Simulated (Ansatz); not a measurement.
# Ligand exchange: Si(CH3)3(NH2) + C2H8N2 → Si(CH3)2(NH2)2 + C3H9N

Species: Si(CH3)3(NH2), singlet; C2H8N2 (ethylenediamine) `NCCN`, singlet; Si(CH3)2(NH2)2, singlet; C3H9N (propylamine) `CCCN`, singlet. The partners trade CH3 for NH2: Si–CH3 and C–NH2 bonds give way to Si–NH2 and C–CH3.

Shapes, held fixed at every level: PBE0-D4/def2-TZVP. Flexible molecules stand in one conformer, not always the lowest. Programs: Ansatz 0.2.0. Electronic energies: no zero-point or thermal term.

| level | kind | ΔE (kJ/mol) | less CCSD(T)/CBS estimate |
| --- | --- | --- | --- |
| HF/def2-TZVPP | Hartree–Fock | -97.9 | -3.8 |
| PBE-D4/def2-TZVPP | GGA | -84.6 | +9.5 |
| PBE0-D4/def2-TZVPP | global hybrid | -88.2 | +5.9 |
| wB97M-V/def2-TZVPP | range-separated hybrid | -91.6 | +2.5 |
| MP2/def2-TZVPP | perturbation theory | -96.2 | -2.1 |
| CCSD(T)/def2-TZVPP | coupled cluster or CI | -92.7 | +1.4 |
| CCSD/def2-TZVPP | coupled cluster or CI | -93.7 | +0.4 |
| CCSD(T)/CBS estimate | coupled cluster or CI | -94.1 | 0.0 |

The highest level, CCSD(T)/CBS estimate, gives ΔE = -94.1 kJ/mol; the levels span -97.9 to -84.6. The column of differences is taken from that level and isn't an error. No measured value is set beside it here. The CBS estimate extrapolates MP2 from def2-TZVPP and def2-QZVPP and adds CCSD(T) − MP2 in the triple-zeta set, cores frozen.
